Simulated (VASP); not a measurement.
# N: molecular dynamics at constant energy

N, P2_13 (no. 198), 8 atoms in the cell. PBE, molecular dynamics; PAW potentials N (PBE set).

Ensemble: NVE; Starting temperature (K): 1600.

## Input

INCAR:
```
GGA = PE ; PREC = Normal
ENCUT = 400 ; EDIFF = 1E-6
NELMIN = 4 ; NELM = 60
ALGO = Fast ; LREAL = Auto
LASPH = T ; ISMEAR = -1
SIGMA = 0.069 ; ISYM = 0
LWAVE = F ; LCHARG = F
IBRION = 0 ; NSW = 60
POTIM = 1.0 ; TEBEG = 1600
ISIF = 2 ; RANDOM_SEED = 16647 0 0
MDALGO = 1 ; ANDERSEN_PROB = 0.0
KPAR = 2
```

KPOINTS:
```
k-points
0
Monkhorst-Pack
  2 2 2
```

POSCAR:
```
N
1.0
    5.8151017200      0.0000000000      0.0000000000
    0.0000000000      5.8151017200      0.0000000000
    0.0000000000      0.0000000000      5.8151017200
N
8
Direct
    0.0458611400      0.4541388600      0.5458611400
    0.4541388600      0.5458611400      0.0458611400
    0.5458611400      0.0458611400      0.4541388600
    0.9541388600      0.9541388600      0.9541388600
    0.9360985600      0.5639014400      0.4360985600
    0.5639014400      0.4360985600      0.9360985600
    0.4360985600      0.9360985600      0.5639014400
    0.0639014400      0.0639014400      0.0639014400
```

Commands:
```
cat potpaw_PBE.64/N/POTCAR > POTCAR
mpirun -np 2 vasp_std > vasp.out
```

## Result

- Rise of the mean potential energy above the start (meV/atom): 29.6
- Mean temperature (K): 1346
- Electronic steps per ionic step after the first: 6.6

Course of the run:

| Time (fs) | Temperature (K) | Potential energy less the first (meV/atom) |
|---|---|---|
| 1 | 1602 | 0.0 |
| 6 | 1461 | 16.6 |
| 10 | 1461 | 16.6 |
| 15 | 1573 | 3.3 |
| 19 | 1384 | 25.5 |
| 24 | 1390 | 24.7 |
| 28 | 1496 | 12.1 |
| 33 | 1312 | 33.6 |
| 37 | 1332 | 31.0 |
| 42 | 1386 | 24.5 |
| 46 | 1158 | 51.3 |
| 51 | 1175 | 48.9 |
| 55 | 1208 | 44.9 |
| 60 | 1012 | 67.6 |

REPORT:
```
MDALGO =   1
         ANDERSEN_PROB =  0.00000000
               SCALING =       0
                 CNEXP =     9.000   14.000
           RANDOM_SEED =             16647                0                0

   original number of atomic DOF:         21
   number of independent constraints:      0
   number of active DOF:                  21

========================================
         MD step No.       1
========================================

  Atomic velocities initialized by STEP_tb

  >Energies
                    E_tot             E_pot             E_kin               EPS                ES
   e_b>   -0.65102244E+02   -0.66551403E+02    0.14491598E+01    0.00000000E+00    0.00000000E+00

  >Temperature
               T_sim     T_inst
   tmprt>   1600.000   1601.590

  >Thermostat, num. of collisions:                0

           RANDOM_SEED =             16647               96                0

[... steps left out ...]

========================================
         MD step No.      60
========================================

  >Energies
                    E_tot             E_pot             E_kin               EPS                ES
   e_b>   -0.65094421E+02   -0.66010504E+02    0.91608272E+00    0.00000000E+00    0.00000000E+00

  >Temperature
               T_sim     T_inst
   tmprt>   1600.000   1012.441

  >Thermostat, num. of collisions:                0

           RANDOM_SEED =             16647             2928                0
```

OSZICAR:
```
N       E                     dE             d eps       ncg     rms          rms(c)
DAV:   1     0.254534799835E+03    0.25453E+03   -0.15841E+04   200   0.108E+03
DAV:   2    -0.458065569415E+02   -0.30034E+03   -0.29841E+03   278   0.281E+02
DAV:   3    -0.693935298261E+02   -0.23587E+02   -0.23523E+02   206   0.916E+01
DAV:   4    -0.698351804241E+02   -0.44165E+00   -0.44135E+00   310   0.125E+01
DAV:   5    -0.698387255390E+02   -0.35451E-02   -0.35443E-02   278   0.106E+00    0.159E+01
RMM:   6    -0.671104035849E+02    0.27283E+01   -0.37194E+00   200   0.106E+01    0.906E+00
RMM:   7    -0.665825086364E+02    0.52789E+00   -0.46543E+00   200   0.114E+01    0.243E+00
RMM:   8    -0.665879880471E+02   -0.54794E-02   -0.87896E-01   200   0.563E+00    0.105E+00
RMM:   9    -0.665487130860E+02    0.39275E-01   -0.13218E-01   200   0.229E+00    0.126E-01
RMM:  10    -0.665517563963E+02   -0.30433E-02   -0.31561E-02   204   0.965E-01    0.186E-01
RMM:  11    -0.665520470174E+02   -0.29062E-03   -0.35149E-03   202   0.364E-01    0.204E-01
RMM:  12    -0.665524440655E+02   -0.39705E-03   -0.16521E-03   205   0.207E-01    0.238E-01
[... left out ...]
[... last step whole ...]
       N       E                     dE             d eps       ncg     rms          rms(c)
DAV:   1    -0.660095968671E+02   -0.10732E-02   -0.18772E-01   330   0.258E+00    0.967E-02
RMM:   2    -0.660104250001E+02   -0.82813E-03   -0.86152E-03   200   0.711E-01    0.446E-02
RMM:   3    -0.660104916873E+02   -0.66687E-04   -0.86311E-04   208   0.203E-01    0.409E-02
RMM:   4    -0.660105015814E+02   -0.98942E-05   -0.23208E-04   234   0.848E-02    0.246E-02
RMM:   5    -0.660105035643E+02   -0.19828E-05   -0.37021E-05   244   0.330E-02    0.114E-02
RMM:   6    -0.660105039523E+02   -0.38800E-06   -0.64348E-06   167   0.141E-02
     60 T=  1012. E= -.65094421E+02 F= -.66010504E+02 E0= -.66010504E+02  EK= 0.91608E+00 SP= 0.00E+00 SK= 0.00E+00
```

Limits: 60 fs of 8 atoms are too short for converged averages.

VASP 6.6.1 took 185 s on 2 cores (Intel Xeon Platinum 8488C (Sapphire Rapids)), a shared host.
